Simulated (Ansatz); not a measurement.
Input of an Ansatz 0.2.0 run:

The input input.yaml:

```yaml
crystal:
  lattice:
    - [0.11926996, 2.34305202, 1.99282058]
    - [2.32108664, 0.12479836, 1.98729217]
    - [2.44975498, 2.46619196, -0.00386998]
  atoms:
    - { symbol: Hf, position: [0.0, 0.0, 0.0] }
hamiltonian:
  xc: pbe
  pseudopotentials: { kind: paw }
  dispersion: d4
kpoints:
  mp_grid: { grid: [11, 11, 10] }
scf:
  occupations: { method: fermi_dirac, width: 0.05 }
output:
  forces: true
  stress: true
  eigenvalues: true
relax:
  f_tol: 0.01
  max_steps: 40
  cell: { stress_tol: 0.05 }
```

Potentials or basis: Ansatz PAW.

Command:

```console
$ ansatz run input.yaml --threads 2 --pin off --max-ram 5632MiB --backend cpu --events-out ev --progress --plain --runs-dir out
```

Q: What does it give for the relaxed volume?

A: 22.20 Å³/atom.

Q: Estimate the space group after relaxing (to 0.05 Å).

A: Fm-3m (No. 225).

Step by step:
| step | energy change (eV) | largest force (eV/Å) | volume (Å³) |
| --- | --- | --- | --- |
| 1 | 0.0000 | 0.0000 | 21.64 |
| 2 | -0.0127 | 0.0000 | 22.62 |
| 3 | -0.0318 | 0.0000 | 22.89 |
| 4 | -0.0534 | 0.0000 | 22.50 |
| 5 | -0.0619 | 0.0000 | 22.30 |
| 6 | -0.0627 | 0.0000 | 22.20 |
| 7 | -0.0627 | 0.0000 | 22.19 |
| 8 | -0.0633 | 0.0000 | 22.19 |
| 9 | -0.0633 | 0.0000 | 22.20 |
| 10 | -0.0633 | 0.0000 | 22.20 |

Caveat: the plane-wave basis is chosen anew once the cell has moved, so the energies of steps on either side of that aren't comparable; pairwise dispersion overbinds metals, which lowers pressure and volume. Spin-orbit coupling is left out, which matters for the levels of Hf.
